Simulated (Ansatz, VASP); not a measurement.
## C: VASP beside Ansatz

```
C
1.0
     2.60615    0.00000    0.00000
    -1.30307    2.25699    0.00000
     0.00000    0.00000    8.30459
C
8
Direct
  0.00000 0.00000 0.09297
  0.00000 0.00000 0.59297
  0.00000 0.00000 0.40703
  0.00000 0.00000 0.90703
  0.33333 0.66667 0.15553
  0.66667 0.33333 0.65553
  0.33333 0.66667 0.34447
  0.66667 0.33333 0.84447
```

Change from the starting cell: strain +0.0350 x Voigt [1, 1, 0, 0, 0, 0], atoms carried along.

Alike in both runs: task single point; functional PBE; k mesh 12 × 12 × 4; occupations gaussian, width 0.05 eV; no spin polarisation.

```csv
,VASP,Ansatz
version,VASP 6.6.1,Ansatz 0.2.0
potentials or method,"VASP PAW PBE potentials, release 64 (C)","scalar-relativistic, plane waves, PAW"
plane-wave cutoff (eV),520,420
valence electrons in the cell,32,32
```

|  | VASP | Ansatz | Ansatz less VASP |
| --- | --- | --- | --- |
| gap on the k mesh at the Fermi level (eV) | 3.98 | 3.99 | +0.010 |
| least direct gap on the mesh (eV) | 4.76 | 4.77 | +0.010 |
| pressure (GPa) | -25.1 | -25.6 | -0.41 |
| largest component of the traceless stress (GPa) | 23.71 | 23.61 | -0.097 |
| rms of the force components (eV/Å) | 0.033 | 0.031 | -0.0019 |

Atom by atom the forces differ by 0.005 eV/Å (rms over components). With one functional, cell and mesh, what is left measures potentials, basis and numerics.

Caveats: so large a pressure means that the cell lies far from this level's equilibrium, or that cutoff or potentials fall short (VASP).
